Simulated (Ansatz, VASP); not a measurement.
# CaO: VASP beside Ansatz

```
CELL_PARAMETERS angstrom
0.00000 2.38278 2.38278
2.38278 0.00000 2.38278
2.38278 2.38278 0.00000
ATOMIC_POSITIONS crystal
Ca 0.50000 0.50000 0.50000
O 0.00000 0.00000 0.00000
```

Alike in both runs: task single point; functional PBE; k mesh 12 × 12 × 12; occupations gaussian, width 0.05 eV; no spin polarisation.

```csv
,VASP,Ansatz
version,VASP 6.6.1,Ansatz 0.2.0
potentials or method,"VASP PAW PBE potentials, release 64 (Ca_sv, O)","scalar-relativistic, plane waves, PAW"
plane-wave cutoff (eV),520,420
valence electrons in the cell,16,16
```

```csv
,VASP,Ansatz,Ansatz less VASP
gap on the k mesh at the Fermi level (eV),3.63,3.65,+0.021
least direct gap on the mesh (eV),4.00,4.01,+0.019
pressure (GPa),5.4,4.7,-0.67
```

With one functional, cell and mesh, what is left measures potentials, basis and numerics.

A k mesh can miss the band edges.
